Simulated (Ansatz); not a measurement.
**Moving the Hubbard U on Mn d in MnO2**

The cell as given:

```
CELL_PARAMETERS angstrom
2.85496 0.00000 0.00000
-1.42748 2.47246 0.00000
0.00000 0.00000 10.22174
ATOMIC_POSITIONS crystal
Mn 0.00000 0.00000 0.50000
Mn 0.00000 0.00000 0.00000
O 0.66667 0.33333 0.40686
O 0.66667 0.33333 0.09314
O 0.33333 0.66667 0.59314
O 0.33333 0.66667 0.90686
```

Measurements of this composition are mostly on another form, of space group No. 136.

Kept alike: task relaxation of cell and atoms; functional PBEsol; k mesh 11 × 11 × 3; occupations fermi-dirac, width 0.05 eV; collinear spin, ferromagnetic start. Program: Ansatz, Ansatz PAW, cutoff 420 eV. The mesh is that of the run's cell of 6 atoms. No spin-orbit coupling.

```csv
"Hubbard U on Mn d, U (eV)",volume (Å³/atom),first edge of the run's cell (Å),third edge of the run's cell (Å),largest site moment (μB)
0,12.971,2.840,11.143,2.47
1,13.047,2.848,11.147,2.54
2,13.178,2.857,11.185,2.62
3,13.223,2.868,11.140,2.70
4,13.373,2.881,11.164,2.80
5,13.510,2.897,11.149,2.92
6,13.698,2.920,11.131,3.07
```

The relaxations keep at least the cell's symmetry (P6_3/mmc). Relaxations stop with a little pressure left, so the last digits of a volume or edge aren't settled. Runs of this series that gave no sound value for these columns are left out. Ansatz's relaxations hold a Pulay term in the stress (up to 0.7 GPa here). How U acts hangs on the program's projectors. The runs hold the magnetic state that their start led to, which needn't be the lowest. Site moments count inside each atom's sphere or projector. All rows use potentials made for PBE. U is the effective U - J on orthogonalised atomic projectors. Double counting: fully localised limit (the default).

**Question.** What does the Hubbard U on Mn d change here?

**Answer.** The volume rises from 12.971 to 13.698 Å³/atom between 0 and 6 eV. The first edge of the run's cell rises from 2.840 to 2.920 Å between 0 and 6 eV. The third edge of the run's cell runs from 11.131 (6) to 11.185 Å (2). The largest site moment rises from 2.47 to 3.07 μB between 0 and 6 eV.
